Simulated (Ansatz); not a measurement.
Wanted: the native input for an Ansatz 0.2.0 run.

| Property | Result |
| --- | --- |
| Task | projected density of states |
| Functional | PBE |
| Potentials or basis | Ansatz PAW |
| Cutoff | 420 eV (not typed: the program's choice for these potentials) |
| k mesh | 9 × 9 × 5 |
| Occupations | fermi-dirac, width 0.05 eV |
| Spin | no spin polarisation |
| Hubbard terms | Cu d U = 1 eV |
| Hubbard projectors | ortho-atomic (the default) |
| Double counting | fll (the default) |

The system is CuO.

```xyz
4
Lattice="1.9910 -2.1536 0.0000 1.9910 2.1536 0.0000 0.0000 0.0000 5.1559" Properties=species:S:1:pos:R:3 pbc="T T T"
Cu    0.9955   -1.0768    0.0000
Cu    0.9955    1.0768    2.5780
O     1.9910    0.0000    1.2890
O     1.9910    0.0000    3.8669
```

Measurements of this composition are mostly on another form, of space group No. 15.

The input as run:

input.yaml

```yaml
crystal:
  lattice:
    - [1.990968, -2.15355, 0.0]
    - [1.990968, 2.15355, 0.0]
    - [0.0, 0.0, 5.155928]
  atoms:
    - { symbol: Cu, position: [0.5, 0.0, 0.0] }
    - { symbol: Cu, position: [0.0, 0.5, 0.5] }
    - { symbol: O, position: [0.5, 0.5, 0.25] }
    - { symbol: O, position: [0.5, 0.5, 0.75] }
hamiltonian:
  xc: pbe
  pseudopotentials: { kind: paw }
  hubbard: { sites: [{ species: Cu, l: d, u_eff: 1.0 }] }
kpoints:
  mp_grid: { grid: [9, 9, 5] }
scf:
  occupations: { method: fermi_dirac, width: 0.05 }
  n_extra_bands: 10
output:
  forces: true
  stress: true
  eigenvalues: true
  dos: { projected: true, de: 0.05, nscf_kmesh: { grid: [14, 14, 8] } }
```

Potentials or basis: Ansatz PAW.

Launch:

```bash
$ ansatz run input.yaml --threads 2 --pin off --max-ram 5632MiB --backend cpu --events-out ev --progress --plain --runs-dir out
```

It gave:

The pressure is 1.9 GPa and the band gap on the k mesh is none (metal or under the smearing width). The density of states at the Fermi level is 2.27 states/eV per cell.

Caveat: the pressure holds a Pulay correction of +0.6 GPa for the finite cutoff; the run has no spin polarisation, though such a crystal can be magnetic; U without spin polarisation on a metal has little footing.

Wall time 14 s on 2 threads of Arm Neoverse V1, with other jobs on the host, peak memory 0.56 GiB.
